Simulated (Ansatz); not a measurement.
# TaN: stress in a strained cell

Aim: deform TaN (equal xy, yz and zx engineering shear strains of -1 %) and compute stress, forces and field gradients with LAPW, PAW and all-electron datasets made for the crystal.

Computed with Ansatz 0.2.0 (DFT PBE, scalar-relativistic, unless a step's input says otherwise).

**1. Starting point**

Symmetry: P-6m2, No. 187, hexagonal system. The conventional cell has a = 2.938 Å, b = 2.938 Å, c = 2.883 Å, α = 90.00°, β = 90.00°, γ = 120.00°. Around Ta (site symmetry -6m2) lie 6 N at 2.23 Å. Around N (site symmetry -6m2) lie 6 Ta at 2.23 Å.

As a file:

```
CELL_PARAMETERS angstrom
2.93800 0.00000 0.00000
-1.46900 2.54438 0.00000
0.00000 0.00000 2.88300
ATOMIC_POSITIONS crystal
Ta 0.33333 0.66667 0.50000
N 0.00000 0.00000 0.00000
```

Atoms are numbered in the order of the input: Ta1, N2.

**2. The deformed structure**

Space group P-6m2 before, P1 after.

**3. Full-potential LAPW**

input.yaml

```yaml
crystal:
  lattice:
    - [2.9379988584, -0.0146899943, -0.0146899943]
    - [-1.4817213374, 2.5517266448, -0.0053769111]
    - [-0.014415, -0.014415, 2.883]
  atoms:
    - { symbol: Ta, position: [0.3333333333, 0.6666666667, 0.5] }
    - { symbol: "N", position: [0.0, 0.0, 0.0] }
kpoints:
  mp_grid: { grid: [12, 12, 10] }
  band_path:
    path:
      - [0.0, 0.0, 0.0]
      - [0.0, 0.0, 0.5]
      - [-0.5, 0.5, 0.0]
      - [0.0, 0.0, 0.0]
      - [0.0, -0.5, 0.0]
      - [-0.5, 0.0, 0.5]
      - [0.0, 0.0, 0.0]
      - [-0.5, 0.0, 0.0]
      - [0.0, -0.5, 0.5]
    npoints: 5
scf:
  occupations: { method: fermi_dirac, width: 0.02 }
hamiltonian:
  xc: pbe
  pseudopotentials: { kind: all_electron, lapw: { basis_error: 0.0005 } }
output:
  forces: true
  stress: true
  eigenvalues: true
```

The run is started by

```console
$ ansatz run input.yaml --threads 1 --pin off --max-ram 3072MiB --backend cpu --events-out ev --progress --plain --runs-dir out
```

**4. Frozen-core PAW**

input.yaml

```yaml
crystal:
  lattice:
    - [2.9379988584, -0.0146899943, -0.0146899943]
    - [-1.4817213374, 2.5517266448, -0.0053769111]
    - [-0.014415, -0.014415, 2.883]
  atoms:
    - { symbol: Ta, position: [0.3333333333, 0.6666666667, 0.5] }
    - { symbol: "N", position: [0.0, 0.0, 0.0] }
kpoints:
  mp_grid: { grid: [12, 12, 10] }
scf:
  occupations: { method: fermi_dirac, width: 0.02 }
hamiltonian:
  xc: pbe
  pseudopotentials: { kind: paw }
output:
  forces: true
  stress: true
  eigenvalues: true
  efg: { contact_densities: true }
```

**5. All-electron PAW on datasets made for the crystal**

input.yaml: that of step 4 with these lines changed.

```diff
@@ -14,3 +14,3 @@
   xc: pbe
-  pseudopotentials: { kind: paw }
+  pseudopotentials: { kind: all_electron, datasets: crystal }
 output:
```

(Steps that only read results are left out.)

**Question.** What will these runs give? Wanted: pressure; largest shear or deviatoric stress.

As calculated:

| quantity | value |
| --- | --- |
| pressure | LAPW 4.96, PAW 4.79, crystal datasets 4.96 GPa |
| largest shear or deviatoric stress (LAPW) | 2.48 GPa |

What this shows: The largest part of the stress beyond the pressure is 2.48 GPa in size; the atoms are carried along and not relaxed. No run of the undeformed cell stands beside it, so the pressure holds what the given cell had before the change. PAW: stress within 0.17 GPa of LAPW, forces within 1 meV/Å. Crystal datasets: stress within 0.01 GPa of LAPW, forces within 1 meV/Å. Spin-orbit coupling is left out, though the cell holds Ta; in elements this heavy it can shift bands and gaps by tenths of an eV.
